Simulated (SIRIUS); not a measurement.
# Au in SIRIUS: the effect of target pressure

Crystal: Au.

```xyz
1
Lattice="2.8779 0.0000 0.0000 1.4390 2.4924 0.0000 1.4390 0.8308 2.3498" Properties=species:S:1:pos:R:3 pbc="T T T"
Au    0.0000    0.0000    0.0000
```

Alike in all runs:

```yaml
Program: SIRIUS 7.12.0
Task: relaxation of cell and atoms
Functional: PBE
Potentials_or_basis: PseudoDojo 0.4.1 PBE standard (scalar relativistic)
Cutoff: 1054 eV
Density_cutoff: 4214 eV
k_mesh: 6 × 6 × 6
Occupations: fermi-dirac, width 0.05 eV
Spin: no spin polarisation
```

Each run relaxes the cell or the atoms first.

Question: One run gave: relaxed volume 18.04 Å³/atom. Which target pressure did it use?
A. 10 GPa
B. 20 GPa
C. 30 GPa
D. 0 GPa
E. 5 GPa

Answer: D.

| target pressure | relaxed volume (Å³/atom) |
| --- | --- |
| 0 GPa | 18.04 |
| 5 GPa | 17.47 |
| 10 GPa | 16.99 |
| 20 GPa | 16.25 |
| 30 GPa | 15.67 |

Caveats: all runs use coarse meshes.
